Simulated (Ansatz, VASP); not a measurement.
**One calculation of CdSe, two programs**

Contents of POSCAR:

```
CdSe
1.0
    0.0000000000      3.0678017005      3.0678017005
    3.0678017005      0.0000000000      3.0678017005
    3.0678017005      3.0678017005      0.0000000000
Cd Se
1 1
Direct
    0.0000000000      0.0000000000      0.0000000000
    0.7500000000      0.7500000000      0.7500000000
```

The input INCAR.step1:

```
SYSTEM = CdSe
PREC     = Accurate       ! precision mode
ENCUT    = 520            ! plane-wave cutoff, eV
ISMEAR   = 0              ! smearing method
SIGMA    = 0.01           ! smearing width, eV
LREAL    = .False.        ! projectors in reciprocal space
LASPH    = .True.         ! aspherical terms in the spheres
NELM     = 80             ! most SCF steps
NBANDS   = 16             ! bands
GGA      = PE             ! functional
ALGO     = Normal         ! electronic algorithm
EDIFF    = 1E-4           ! SCF threshold, eV
LWAVE    = .True.         ! write WAVECAR
LCHARG   = .False.        ! write CHGCAR
```

INCAR.step2

```
SYSTEM = CdSe
PREC     = Accurate       ! precision mode
ENCUT    = 520            ! plane-wave cutoff, eV
EDIFF    = 1E-7           ! SCF threshold, eV
ISMEAR   = 0              ! smearing method
SIGMA    = 0.01           ! smearing width, eV
LREAL    = .False.        ! projectors in reciprocal space
LASPH    = .True.         ! aspherical terms in the spheres
NELM     = 80             ! most SCF steps
ALGO     = Normal         ! electronic algorithm
ISIF     = 2              ! what is computed and relaxed
LWAVE    = .False.        ! write WAVECAR
LCHARG   = .False.        ! write CHGCAR
METAGGA  = R2SCAN         ! meta-GGA
LMIXTAU  = .True.       
NBANDS   = 16             ! bands
ISTART   = 1
```

Contents of KPOINTS:

```
regular mesh
0
Gamma
  8 8 8
  0 0 0
```

Input for Ansatz:

```yaml
crystal:
  lattice:
    - [0.0, 3.0678017005, 3.0678017005]
    - [3.0678017005, 0.0, 3.0678017005]
    - [3.0678017005, 3.0678017005, 0.0]
  atoms:
    - { symbol: Cd, position: [0.0, 0.0, 0.0] }
    - { symbol: Se, position: [0.75, 0.75, 0.75] }
kpoints:
  mp_grid: { grid: [8, 8, 8] }
  band_path:
    path:
      - [0.0, 0.0, 0.0]
      - [-0.5, -0.5, 0.0]
      - [-0.375, -0.375, 0.25]
      - [-0.375, 0.0, 0.375]
      - [0.0, 0.0, 0.5]
      - [-0.5, -0.25, 0.25]
    npoints: 1
hamiltonian:
  xc: r2scan
scf:
  occupations: { method: fixed }
  n_extra_bands: 4
output:
  forces: true
  stress: true
  eigenvalues: true
```

Alike in both runs: task single point; functional r2SCAN; k mesh 8 × 8 × 8; no spin polarisation.

|  | VASP | Ansatz |
| --- | --- | --- |
| version | VASP 6.6.1 | Ansatz 0.2.0 |
| potentials or method | VASP PAW PBE potentials, release 64 (Cd, Se) | plane waves, PAW |
| plane-wave cutoff (eV) | 520 | 500 |
| occupations | gaussian, width 0.01 eV | fixed |
| valence electrons in the cell | 18 | 36 |

|  | VASP | Ansatz | Ansatz less VASP |
| --- | --- | --- | --- |
| gap on the k mesh at the Fermi level (eV) | 1.03 | 1.04 | +0.010 |
| pressure (GPa) | 0.2 | -0.1 | -0.24 |

The two sets of potentials don't hold the same shells in valence.

Caveats: the PAW data sets were made with another functional, which shifts forces and pressure a little (VASP). r2SCAN opens gaps a little over a GGA but as a rule still falls short of measured ones.
